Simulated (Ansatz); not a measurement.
## A series in volume scale on TaN

Periodic Kohn-Sham DFT of a crystal at fixed atoms, scaled to volume_scale times the given cell; pressure positive in compression, energy less spherical unpolarised free atoms, largest_vzz the field gradient of largest size among the nuclei. The results are calculated, by Ansatz 0.2.0.

The cell before it is scaled or strained (space group Fm-3m, No. 225):
```
CELL_PARAMETERS angstrom
0.00000 2.17900 2.17900
2.17900 0.00000 2.17900
2.17900 2.17900 0.00000
ATOMIC_POSITIONS crystal
Ta 0.50000 0.50000 0.50000
N 0.00000 0.00000 0.00000
```

Settings of every row: method frozen-core PAW; functional PBE; relativity scalar; k mesh 9x9x9; filling fermi-dirac; smearing width 0.02 eV; wave cutoff 420 eV; paw set soft_2.

Atom start moment: 0 on all atoms.

Limits: no spin-orbit coupling on heavy atoms.

| row | volume scale | V (Å³/atom) | pressure (GPa) |
| --- | --- | --- | --- |
| 1 | 0.94 | 9.725 | ? |
| 2 | 0.96 | 9.932 | 31.949 |
| 3 | 0.99 | 10.243 | 18.492 |
| 4 | 1.01 | 10.449 | 10.636 |
| 5 | 1.04 | 10.76 | 0.292 |

Question: what pressure should row 1 give?

Worked fit of pressure. Take u = (V_r/V)^(2/3) − 1 with V_r = 10.346 Å³ an atom, which is twice the finite (Eulerian) strain; such expansions in the strain, on which the Birch-Murnaghan equation of state is built, carry the rest volume and the bulk modulus. The shown rows have u = 0.0276, 0.00669, -0.00658, -0.02582. Least squares give pressure = 14.4619 + 589.901 × u + 1586.87 × u² GPa; a straight line predicts inner rows, each left out in turn, worse (root mean square 0.74 against 0.027 GPa). The rows lie off it by -0.003, 0.013, -0.013, 0.003 (root mean square 0.0094 GPa). The withheld row has u = 0.04213, so the fit gives 14.4619 + 589.901 × (0.04213) + 1586.87 × (0.04213)² = 42.131 GPa.

The calculation gave 42.165 GPa. The fit lies 0.034 GPa (0.081 % of the column's range) below it; its largest miss of a shown row is 0.013 GPa. This row lies beyond the range of the fit.
